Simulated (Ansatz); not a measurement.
Runs of Ansatz 0.2.0 on C. It takes space group C2/m (No. 12, monoclinic). The conventional cell has a = 4.255 Å, b = 2.457 Å, c = 3.765 Å, α = 90.00°, β = 111.49°, γ = 90.00°. C (site symmetry m) is surrounded by 3 C at 1.42 Å. This is a stacking variant of graphite.

| task | level | cutoff (eV) | points for each segment of the path | pressure (GPa) | V0 of scaled cells (Å³/atom) | B0 (GPa) |
| --- | --- | --- | --- | --- | --- | --- |
| band structure | PBE | 420 | 14 | 3.8 | - | - |
| band structure | LDA | 420 | 14 | (b) | - | - |
| equation of state | LDA | 420 | - | - | 9.02 | (c) |
| band structure | PBEsol | 420 | 14 | 0.9 | - | - |
| band structure | r2SCAN | 500 | 14 | -0.2 | - | - |
| equation of state | PBEsol | 420 | - | - | (a) | 269 |

Alike in all rows: potentials or basis Ansatz PAW; no spin polarisation; cell as given; k mesh 13 × 13 × 8; smearing fermi-dirac 0.05 eV.

**Question.** Estimate the missing entries.

**Answer.** (a) 9.18; (b) -4.1; (c) 279.

Caveats: this functional lacks dispersion, which binds the layers, so the pressure and a relaxed spacing across them are unreliable (some runs); the PAW data sets come from PBE, with cores solved anew for the run's functional, which leaves a small shift of forces and pressure (some runs); the cell was scaled at fixed shape and fractional positions, which overstates the stiffness of a crystal with free parameters, most of all of layers and chains (some runs).
